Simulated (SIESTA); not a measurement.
Here is a SIESTA 5.4.2 calculation.

run.py

```python
from ase import Atoms
from ase.calculators.siesta import Siesta
from ase.units import Ry, GPa

atoms = Atoms(
    ['Pb', 'F', 'F'],
    cell=[
        [0.0, 2.96366, 2.96366],
        [2.96366, 0.0, 2.96366],
        [2.96366, 2.96366, 0.0],
    ],
    scaled_positions=[
        [0.0, 0.0, 0.0],
        [0.75, 0.75, 0.75],
        [0.25, 0.25, 0.25],
    ],
    pbc=True,
)

fdf = {
    'SCFMustConverge': False,
    'OccupationFunction': 'FD',
    'ElectronicTemperature': '0.05 eV',
    'MaxSCFIterations': '120',
    'SCF.Mixer.Method': 'Pulay',
    'SCF.Mixer.Weight': '0.25',
    'SCF.Mixer.History': '8',
    'SCF.DM.Tolerance': '5.0e-05',
    'SCF.H.Tolerance': '1.0e-03 eV',
    'WriteForces': 'true',
    'Charge.Mulliken': 'end',
    'BandLinesScale': 'ReciprocalLatticeVectors',
    'BandLines': ['  1    0.000000   0.000000   0.000000  \\Gamma', ' 12    0.500000   0.000000   0.500000  X', '  6    0.500000   0.250000   0.750000  W', '  4    0.375000   0.375000   0.750000  K', ' 13    0.000000   0.000000   0.000000  \\Gamma', ' 11    0.500000   0.500000   0.500000  L', '  8    0.625000   0.250000   0.625000  U', '  4    0.500000   0.250000   0.750000  W', '  9    0.500000   0.500000   0.500000  L', '  8    0.375000   0.375000   0.750000  K', '  1    0.625000   0.250000   0.625000  U', '  4    0.500000   0.000000   0.500000  X'],
}
calc = Siesta(
    label="PbF2",
    command="siesta < PREFIX.fdf > PREFIX.out",
    pseudo_path="pseudos",
    pseudo_qualifier="",
    xc=('VDW', 'BH'),
    basis_set="DZP",
    mesh_cutoff=800 * Ry,
    energy_shift=0.002 * Ry,
    kpts=[8, 8, 8],
    spin="non-polarized",
    fdf_arguments=fdf,
)
atoms.calc = calc

print(f"energy = {atoms.get_potential_energy():.6f} eV")
free = atoms.get_potential_energy(force_consistent=True)
print(f"free energy = {free:.6f} eV")
print("forces (eV/A):")
print(atoms.get_forces(apply_constraint=False).round(6))
print("stress (GPa, Voigt order, tension positive):", (atoms.get_stress() / GPa).round(4))
```

Potentials or basis: PseudoDojo 0.4 standard (PBE files), DZP (energy shift 0.002 Ry).

Run with:

```bash
$ python run.py
```

Question: Estimate the band gap on the k mesh.

Answer: 4.34 eV, indirect (least direct gap 4.50 eV).

Question: What does it give for the pressure?

Answer: 0.4 GPa.

Levels at the corners of the path, in eV from the valence-band top:
| point | band 11 | band 12 | band 13 | band 14 | band 15 | band 16 | band 17 | band 18 |
| --- | --- | --- | --- | --- | --- | --- | --- | --- |
| Γ | -2.38 | -1.87 | -1.87 | -1.87 | 6.74 | 6.74 | 6.74 | 18.54 |
| X | -1.46 | -1.46 | -1.44 | -0.16 | 4.34 | 7.84 | 7.84 | 9.24 |
| W | -2.60 | -1.51 | -1.40 | 0.00 | 6.01 | 6.01 | 7.52 | 10.45 |
| K | -1.98 | -1.61 | -1.46 | -0.04 | 5.26 | 6.68 | 7.82 | 10.13 |
| Γ | -2.38 | -1.87 | -1.87 | -1.87 | 6.74 | 6.74 | 6.74 | 18.54 |
| L | -2.59 | -2.05 | -2.05 | -0.01 | 5.09 | 7.58 | 7.58 | 14.20 |
| U | -1.98 | -1.61 | -1.46 | -0.04 | 5.26 | 6.68 | 7.82 | 10.13 |
| W | -2.60 | -1.51 | -1.40 | 0.00 | 6.01 | 6.01 | 7.52 | 10.45 |
| L | -2.59 | -2.05 | -2.05 | -0.01 | 5.09 | 7.58 | 7.58 | 14.20 |
| K | -1.98 | -1.61 | -1.46 | -0.04 | 5.26 | 6.68 | 7.82 | 10.13 |
| U | -1.98 | -1.61 | -1.46 | -0.04 | 5.26 | 6.68 | 7.82 | 10.13 |
| X | -1.46 | -1.46 | -1.44 | -0.16 | 4.34 | 7.84 | 7.84 | 9.24 |

Caveat: semicore shells carry a single zeta, which can move pressures by several GPa and volumes by a few percent; the potentials were made for another functional, which shifts forces and pressure; spin-orbit coupling is left out, which as a rule narrows the gap of such compounds by several tenths of an eV; the basis of atomic orbitals isn't converged, which shifts pressures, moduli and gaps.
